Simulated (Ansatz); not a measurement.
Zinc-blende InN (metastable phase) was calculated with PBE (Ansatz, a quantum-chemistry and plane-wave program, PAW).

A relaxed, unreconstructed slab of the (110) face has 16 atoms, two equal faces of 18.023 Å² each and an energy of -47850.0218 eV. A bulk cell of 4 atoms with the same orientation and in-plane k mesh has -11963.2180 eV. Energies are extrapolated to zero smearing.

Run with plane-wave cutoff 500 eV, 10×12×1 k mesh (along the axes of the cell as run), Fermi–Dirac smearing 0.05 eV, scalar-relativistic PAW data made under PBE.

Worked out: γ = (E_slab − N E_bulk per atom)/2A = [-47850.0218 − 16 × (-11963.2180/4)]/(2 × 18.023) = 0.0791 eV/Å². With 16.022 J/m² per eV/Å² this is 1.27 J/m², or 1.43 eV per surface cell and face.
